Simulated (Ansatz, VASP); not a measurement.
**SiO2: VASP beside Ansatz**

```
Si O
1.0
    -2.51337    2.51337    3.50492
     2.51337   -2.51337    3.50492
     2.51337    2.51337   -3.50492
Si O
2 4
Direct
  0.00000 0.00000 0.00000
  0.75000 0.25000 0.50000
  0.96701 0.62500 0.84201
  0.37500 0.21701 0.34201
  0.78299 0.12500 0.15799
  0.87500 0.03299 0.65799
```

Change from the starting cell: strain +0.000 along x and y, -0.050 along z, atoms carried along.

Alike in both runs: task single point; functional PBE; k mesh 6 × 6 × 6; occupations gaussian, width 0.05 eV; no spin polarisation.

|  | VASP | Ansatz |
| --- | --- | --- |
| version | VASP 6.6.1 | Ansatz 0.2.0 |
| potentials or method | VASP PAW PBE potentials, release 64 (Si, O) | scalar-relativistic, plane waves, PAW |
| plane-wave cutoff (eV) | 520 | 420 |
| valence electrons in the cell | 32 | 32 |

VASP gave:

| Quantity | Value |
| --- | --- |
| gap on the k mesh at the Fermi level (eV) | 6.01 |
| least direct gap on the mesh (eV) | 6.01 |
| pressure (GPa) | 8.5 |
| largest component of the traceless stress (GPa) | 1.29 |
| rms of the force components (eV/Å) | 0.229 |

Estimate Ansatz's values.

gap on the k mesh at the Fermi level (eV): 6.01; least direct gap on the mesh (eV): 6.01; pressure (GPa): 8.4; largest component of the traceless stress (GPa): 1.27; rms of the force components (eV/Å): 0.230.

Atom by atom the forces differ by 0.001 eV/Å (rms over components). With one functional, cell and mesh, what is left measures potentials, basis and numerics.

A k mesh can miss the band edges.
